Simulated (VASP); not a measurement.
From an Ansatz input to VASP: BeTe (strained zincblende)

Ansatz input

```yaml
crystal:
  lattice:
    - [0.0, 2.8144805042, 2.8144805042]
    - [2.8144805042, 0.0, 2.8144805042]
    - [2.8144805042, 2.8144805042, 0.0]
  atoms:
    - { symbol: Be, position: [0.0, 0.0, 0.0] }
    - { symbol: Te, position: [0.25, 0.25, 0.25] }
kpoints:
  mp_grid: { grid: [8, 8, 8] }
  band_path:
    path:
      - [0.0, 0.0, 0.0]
      - [-0.5, -0.5, 0.0]
      - [-0.375, -0.375, 0.25]
      - [-0.375, 0.0, 0.375]
      - [0.0, 0.0, 0.5]
      - [-0.5, -0.25, 0.25]
      - [0.0, 0.5, 0.5]
    npoints: 1
hamiltonian:
  xc: pbe
scf:
  occupations: { method: fermi_dirac, width: 0.02 }
  n_extra_bands: 4
output:
  forces: true
  stress: true
  eigenvalues: true
```

Problem. Translate this input to VASP.

Solution. 

INCAR

```
PREC = Accurate
GGA = PE
ISIF = 2
SIGMA = 0.02
EDIFF = 1E-7
NELM = 120
LASPH = .TRUE.
ENCUT = 520
IBRION = -1
NBANDS = 11
LREAL = .FALSE.
NSW = 0
LELF = .TRUE.
LCHARG = .TRUE.
LWAVE = .FALSE.
ISMEAR = -1
```

KPOINTS

```
KPOINTS created by Atomic Simulation Environment
0
Gamma
8 8 8
0 0 0
```

KPOINTS_OPT

```
special points
7
Reciprocal
0.0000000000 0.0000000000 0.0000000000 1
-0.5000000000 -0.5000000000 0.0000000000 1
-0.3750000000 -0.3750000000 0.2500000000 1
-0.3750000000 0.0000000000 0.3750000000 1
0.0000000000 0.0000000000 0.5000000000 1
-0.5000000000 -0.2500000000 0.2500000000 1
0.0000000000 0.5000000000 0.5000000000 1
```

POSCAR

```
Be Te
 1.0000000000000000
     0.0000000000000000    2.8144805042000001    2.8144805042000001
     2.8144805042000001    0.0000000000000000    2.8144805042000001
     2.8144805042000001    2.8144805042000001    0.0000000000000000
 Be  Te
   1   1
Cartesian
  0.0000000000000000  0.0000000000000000  0.0000000000000000
  1.4072402521000000  1.4072402521000000  1.4072402521000000
```

VASP ran with the recommended PBE PAW datasets (8 valence electrons in the cell). Other inputs would serve too.

|  | Ansatz | VASP |
| --- | --- | --- |
| gap between bands v and c | 1.98 eV | 1.97 eV |
| least direct gap | 3.63 eV | 3.61 eV |
| pressure | 1.1 GPa | 1.2 GPa |

Each program uses its own PAW datasets. VASP's cell holds 8 valence electrons and Ansatz's 18. Ansatz's stress includes a Pulay correction; VASP's doesn't.
